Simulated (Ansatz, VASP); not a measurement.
La in VASP and in Ansatz

```
La
1.0
     3.62647    0.00000    0.00000
    -1.81323    3.14061    0.00000
     0.00000    0.00000    5.99212
La
2
Direct
  0.33333 0.66667 0.25000
  0.66667 0.33333 0.75000
```

Alike in both runs: task single point; functional LDA; k mesh 11 × 11 × 6; occupations fermi-dirac, width 0.1 eV; no spin polarisation.

|  | VASP | Ansatz |
| --- | --- | --- |
| version | VASP 6.6.1 | Ansatz 0.2.0 |
| potentials or method | VASP PAW LDA potentials, release 64 (La) | plane waves (420 eV) with PAW, scalar-relativistic |
| plane-wave cutoff (eV) | 520 | 420 |
| valence electrons in the cell | 22 | 22 |

|  | VASP | Ansatz | Ansatz less VASP |
| --- | --- | --- | --- |
| pressure (GPa) | -1.2 | -1.1 | +0.08 |
| largest component of the traceless stress (GPa) | 0.22 | 0.22 | +0.002 |

Ansatz warned: «pseudo_functional_mismatch».

The runs have no spin-orbit coupling, so splittings on La are missing.
